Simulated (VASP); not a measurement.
Set up this calculation in VASP 6.6.1, as the native input.

| Property | Result |
| --- | --- |
| Task | relaxation of cell and atoms |
| Functional | LDA |
| Potentials or basis | VASP PAW LDA potentials, release 64 (Sn_d, Se) |
| Cutoff | 600 eV |
| k mesh | 10 × 10 × 10 |
| Occupations | gaussian, width 0.03 eV |
| Spin | no spin polarisation |
| Further INCAR settings | ALGO = Normal; EDIFF = 1e-06; IBRION = 2; EDIFFG = -0.01; NSW = 90; ISIF = 3 |

The structure of SnSe lies in POSCAR:

```
SnSe
1.0
    0.0000000000      3.0100000000      3.0100000000
    3.0100000000      0.0000000000      3.0100000000
    3.0100000000      3.0100000000      0.0000000000
Sn Se
1 1
Direct
    0.0000000000      0.0000000000      0.0000000000
    0.5000000000      0.5000000000      0.5000000000
```

The cell was built by a generator and needn't be a form met in nature.

These files were run (other wordings do the same):

INCAR

```
PREC = Accurate
ENCUT = 600
EDIFF = 1E-6
ISMEAR = 0
SIGMA = 0.03
LREAL = False
LASPH = True
NELM = 80
ALGO = Normal
ISIF = 3
LWAVE = False
LCHARG = False
GGA = CA
IBRION = 2
NSW = 90
EDIFFG = -0.01
```

KPOINTS

```
regular mesh
0
Gamma
  10 10 10
```

Potentials or basis: VASP PAW LDA potentials, release 64 (Sn_d, Se).

Command:

```console
$ cat potpaw_LDA.64/Sn_d/POTCAR potpaw_LDA.64/Se/POTCAR > POTCAR
$ mpirun -np 1 vasp_std > vasp.out
```

It gave:

* Relaxed volume: 25.68 Å³/atom
* Relaxed cell: a = 4.172 Å, b = 4.172 Å, c = 4.172 Å, α = 60.00°, β = 60.00°, γ = 60.00°
* Space group after relaxing (to 0.05 Å): Fm-3m (No. 225)
* Energy gained by relaxing: 16.4 meV/atom
* Ionic steps: 3
* Pressure after relaxing: 0.0 GPa
* Band gap on the k mesh: 0.43 eV, indirect (least direct gap 0.57 eV)

Caveat: spin-orbit coupling is left out, which moves the levels of the heavy elements.

Run time: 77 s on 1 thread of Intel(R) Xeon(R) Platinum 8259CL CPU @ 2.50GHz (Skylake/Cascade Lake), with other jobs on the host, peak memory 0.21 GiB.
